**Q:** I have nine calculations of the same platinum crystal, with the atoms in the same places, and each reports a different pressure. Nobody is squeezing the metal. What does the number mean?

**A:** It tells you which size the calculation would prefer. A positive pressure means that the crystal pushes outward and would settle at a larger cell; a negative one means that it would shrink. In platinum, 10 GPa is worth a little more than one percent in length.

That rule comes from dividing the pressure by three times the bulk modulus, since the volume changes three times as fast as the edge. With a rough recalled modulus of 280 GPa, the PBE pressure gives 11.1/(3 × 280), or about 1.3 percent of expansion.

ABINIT 10.8.3 plane-wave Kohn-Sham DFT calculations of fcc platinum, all in the same cell with a cubic edge of 3.9218 Å, without spin polarisation, spin-orbit coupling or a dispersion correction. The k mesh is 12 × 12 × 12, with Fermi-Dirac smearing of 0.05 eV. Pressure is positive in compression.

```csv
functional,potentials,wave cutoff,pressure (GPa)
PBE,JTH-PAW-PBE-v2.0,435.382 eV,11.110
PBEsol,PseudoDojo-NC-SR-PBEsol-v0.4.1-standard,1142.88 eV,-1.190
r2SCAN,JTH-PAW-LDA-v2.0,653.073 eV,5.040
AM05,JTH-PAW-PBE-v2.0,544.228 eV,-1.530
HCTH407,JTH-PAW-PBE-v2.0,435.382 eV,3.830
LDA-PZ,JTH-PAW-LDA-v2.0,544.228 eV,-5.530
SCAN,JTH-PAW-PBE-v2.0,517.016 eV,-1.690
WC,JTH-PAW-PBE-v2.0,435.382 eV,3.240
rPW86PBE,JTH-PAW-PBE-v2.0,435.382 eV,26.180
```

**Q:** Then the calculations disagree by several percent in length. I would blame the numerical settings. The wave cutoff fixes how fine a detail the plane waves can describe, and all four rows with the lowest cutoff have positive pressure.

**A:** The pattern is real. Those four rows average about 11 GPa, and the other five about −1 GPa. But the functional, which is the approximation for exchange and correlation between electrons, changes from row to row as well. The averages can't tell you which of the two is at work.

**Q:** Is there a way to hold the settings still?

**A:** Take WC, PBE and rPW86PBE. They share the low cutoff and the same description of the atomic core, and they use the same correlation. Only exchange differs, yet the pressure climbs from 3.2 through 11.1 to 26.2 GPa. A setting that is equal in all three can't by itself put them in order.

This doesn't make the cutoff harmless. No row was repeated at a second cutoff, and the error could differ somewhat between functionals. The shared core data were also made for PBE, not for WC or rPW86PBE. One gap elsewhere shows the difficulty: WC and PBEsol are similar functionals built for solids, yet they lie 4.4 GPa apart. Part of that is expected from their different exchange, but their cutoffs and core descriptions differ too, and the table can't divide the gap between these causes. Gaps of a few GPa therefore remain uncertain. A difference of 23 GPa between rows with identical settings points to exchange.

**Q:** So what does exchange do differently in these three?

**A:** Start from the limit in which the functionals hardly differ. In a perfectly even electron density, they give essentially the exchange energy of a uniform electron gas. Where the density varies, they multiply that energy by an enhancement factor. The factor depends on the reduced gradient s, which measures how sharply the density changes compared with the local electron wavelength.

**Q:** Then the functional that reacts most strongly to a gentle variation should give the highest pressure. That looks like a simple answer.

**A:** It is simple enough to test. For very small s the factor is 1 plus a coefficient times s². That coefficient is 0.22 for both WC and PBE, but only 0.12 for rPW86. If it set the order, WC and PBE would agree and rPW86PBE would lie lowest. Instead WC and PBE differ by 7.9 GPa, and rPW86PBE lies highest.

**Q:** Why does the limit of gentle variation mislead us?

**A:** Because a crystal of atoms is far from an even density. Around each atom, from the edge of the core out through the valence shell, s is expected to reach moderate values, up to around one, and to fall again towards the midpoint between neighbours; these runs don't report s itself. There the formulas part ways. WC starts out like PBE but then rises less, while rPW86 starts slowly and overtakes both.

Between s = 0.5 and s = 1 the enhancement factor rises by 0.091 in WC, 0.121 in PBE and 0.157 in rPW86. This is the order of the pressures. The rise from s = 0 to s = 0.5 gives the same order.

**Q:** And why should a steeper rise push the atoms apart?

**A:** Think of the crystal being pulled slowly towards separate atoms. The density between the atoms thins out, and the reduced gradient there tends to grow. Exchange lowers the energy, so a larger enhancement factor lowers it further. The steeper the factor rises, the more strongly exchange favours expansion, and the harder the crystal pushes outward in a cell of fixed size. This step is a theoretical argument; the table supports it through the order of the three rows, but doesn't resolve the energy region by region.

**Q:** Can you get a pressure out of the argument, and not just an order?

**A:** A rough one. Suppose that extra pressure is proportional to extra rise, and let the step from WC to PBE set the scale. Between s = 0.5 and s = 1, an additional rise of 0.030 then goes with 7.87 GPa. The next step, from PBE to rPW86, adds 0.036, so the estimate is 7.87 × 0.036/0.030, or about 9.4 GPa.

The calculation gives 15.1 GPa for that step, which played no part in setting the scale. The same estimate made with the range from s = 0 to 0.5 gives about 23 GPa. For these two ranges the model thus gets the order and the rough size, but its number depends strongly on the range. From the shape of the formulas, a range at very small s or above s = 1 is not expected to give even the order, since rPW86 is no longer the steeper one there. A better one would need to know how much of the crystal's density sits at each s, and how that changes on expansion. The output below lists both estimates.

**Q:** Does the opposite limit fit, a functional that ignores gradients altogether?

**A:** That is LDA-PZ, whose enhancement factor stays at 1. It has the lowest pressure in the table, −5.5 GPa, and so prefers a smaller cell. This agrees with the well-known tendency of such functionals to bind solids too tightly. The comparison is less clean than the first one, because its correlation, core description and cutoff differ too. Still, PBE lies about 17 GPa higher, much more than the few GPa that I would leave open for the settings.

**Q:** Where does the rule stop working?

**A:** At HCTH407. It has the same settings as the three rows we compared, but lies 7.3 GPa below PBE. Its exchange factor is expected to be flatter than that of PBE at moderate gradients, which fits the side on which it lies. But that factor doesn't start from the uniform-gas value and the correlation differs as well, so the rise alone can't give the size. The row also stands apart in its kinetic energy term, about 12 eV above that of PBE, while WC and rPW86PBE stay within 3 eV of PBE. This may mean that the PBE core data suit it less well. I have no tested explanation for its pressure.

**Q:** As an engineer I would simply pick the row closest to zero pressure. Is that sound?

**A:** Not from this table. PBEsol, AM05 and SCAN all lie between −1 and −2 GPa, too close together to rank with such different settings. The SCAN run also gave a warning about very low densities. Neither SCAN nor r2SCAN ran on core data made for it, their total energies come out positive unlike those of all other rows, and they lie 6.7 GPa apart, so both rows call for caution. Zero pressure would only show that a functional prefers this particular cell. Spin-orbit coupling, which can matter in an element as heavy as platinum, is also left out of every row.

What you can carry over is a way of guessing. When two functionals differ only in exchange and both start from the uniform-gas value, compare how steeply their enhancement factors rise over the gradients that the solid really has, for a dense metal like this one s up to about one. The steeper one should prefer the larger crystal.

Output of the analysis:

```
Mean pressure of the rows at the lowest cutoff, GPa: 11.09
Mean pressure of the rows at higher cutoffs, GPa: -0.98
Full span of pressure over all rows, GPa: 31.71
Span from WC to rPW86PBE at equal settings, GPa: 22.94
Step from WC to PBE, GPa: 7.87
Step from PBE to rPW86PBE, GPa: 15.07
Small-gradient exchange coefficient of PBE and WC: 0.22
Small-gradient exchange coefficient of rPW86: 0.1235
Enhancement rise from s 0 to 0.5, WC: 0.0472
Enhancement rise from s 0 to 0.5, PBE: 0.05146
Enhancement rise from s 0 to 0.5, rPW86: 0.06378
Enhancement rise from s 0.5 to 1, WC: 0.09086
Enhancement rise from s 0.5 to 1, PBE: 0.1211
Enhancement rise from s 0.5 to 1, rPW86: 0.1573
Predicted step PBE to rPW86PBE from the window 0 to 0.5, GPa: 22.72
Predicted step PBE to rPW86PBE from the window 0.5 to 1, GPa: 9.433
Sphere charge, PBE less WC, electrons: 0.0026
Sphere charge, rPW86PBE less PBE, electrons: 0.0115
Sphere charge, HCTH407 less PBE, electrons: 0.0413
Pressure, HCTH407 less PBE, GPa: -7.28
Pressure, WC less PBEsol, GPa: 4.43
Pressure, r2SCAN less SCAN, GPa: 6.73
Pressure, PBE less LDA-PZ, GPa: 16.64
Rough edge change wanted by PBE, percent: 1.323
Rough edge change wanted by LDA-PZ, percent: -0.6583
```
